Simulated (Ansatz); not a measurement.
## Hf2S: what the smearing entropy tells about the Fermi level

Theory: Ansatz 0.2.0, DFT PBEsol, scalar-relativistic, plane waves, PAW.

```
Hf S
1.0
     3.37427    0.00000    0.00000
    -1.68714    2.92221    0.00000
     0.00000    0.00000   11.71741
Hf S
4 2
Direct
  0.66667 0.33333 0.89981
  0.33333 0.66667 0.39981
  0.66667 0.33333 0.60019
  0.33333 0.66667 0.10019
  0.00000 0.00000 0.75000
  0.00000 0.00000 0.25000
```

| Quantity | Value |
| --- | --- |
| plane-wave cutoff | 420 eV |
| Γ-centred k-mesh | 12×12×4 |
| spin treatment | unpolarised |

The same metal under several smearings of width σ, on one mesh. F is the free energy, TS the smearing's entropy term for the cell of 6 atoms, and E = F + TS. Gaussian occupations are ½ erfc[(ε − μ)/σ], and N counts both spins. Spin–orbit coupling is left out, which shifts the bands of heavy elements.

```
       rule  σ (eV) F − F(narrowest) (meV/atom) TS (meV/cell)
Fermi–Dirac    0.02                       -0.012          4.709
Fermi–Dirac    0.05                       -1.794         23.611
Fermi–Dirac     0.2                      -29.549        381.909
Fermi–Dirac     0.5                     -236.700       3202.262
   Gaussian    0.05                        0.000          4.616
   Gaussian     0.1                       -1.026         15.299
   Gaussian     0.5                      -26.760        334.776
```

Task: For a density of states N (both spins) that is flat over the smeared range, TS = Nσ²/2 (Gaussian) and (π²/3)Nσ² (Fermi–Dirac). What N does each run give?

Result:
```
       rule  σ (eV) N (states/eV a cell)
Fermi–Dirac    0.02                  3.58
Fermi–Dirac    0.05                  2.87
Fermi–Dirac     0.2                  2.90
Fermi–Dirac     0.5                  3.89
   Gaussian    0.05                  3.69
   Gaussian     0.1                  3.06
   Gaussian     0.5                  2.68
```

Equal entropy needs σ_Gauss = π√(2/3) σ_FD = 2.57 σ_FD, so a Fermi–Dirac width acts like a Gaussian one 2.57 times as large. At moderate widths N lies between 2.87 and 3.69. The drift shows structure in the density of states within the smeared window (a rise with width points to a dip at the Fermi level, a fall to a peak or a steep flank), or a mesh too coarse for the narrower widths. At the narrowest widths only the few mesh levels within σ of μ count, so N can scatter there.

Task: To second order F = E0 − TS/2 and E = E0 + TS/2. How well does E0 = (E + F)/2 undo the smearing?

Result:
```tsv
rule	σ (eV)	F − E0(narrowest) (meV/atom)	(E + F)/2 − E0(narrowest) (meV/atom)
Fermi–Dirac	0.02	-0.40	0.00
Fermi–Dirac	0.05	-2.18	-0.21
Fermi–Dirac	0.2	-29.93	1.89
Fermi–Dirac	0.5	-237.08	29.77
Gaussian	0.05	-0.38	0.00
Gaussian	0.1	-1.41	-0.14
Gaussian	0.5	-27.14	0.75
```

At Fermi–Dirac 0.05 eV the free energy is off by -2.18 meV/atom and the mean by -0.21. What remains is of order σ⁴ plus the mesh error of the narrowest run, which is no exact reference. Forces and stress are derivatives of F, not of E0, so they keep the σ² error.

Hf2S comes out as a metal with a moderate density of states at the Fermi level. This fits its electron count: sulfur's 3p shell is filled and the hafnium atoms keep valence electrons, which probably occupy mainly 5d states with Hf–Hf bonding character. The two smearing rules agree once their widths are matched: Fermi–Dirac at 0.02 eV and Gaussian at 0.05 eV give 3.58 and 3.69 states/eV, so the high values there come from the levels sampled, not from the rule.

The rise to 3.89 at the widest Fermi–Dirac setting suggests that the window reaches denser d bands away from the Fermi level. The averaged energy supports this: its error of 29.77 meV/atom is positive, as expected when the density of states curves upward around the Fermi level. A sharp peak at the Fermi level itself is not established. Nor can the entropy distinguish hafnium d states from interlayer, electride-like ones, since it counts levels without regard to where they sit in space.
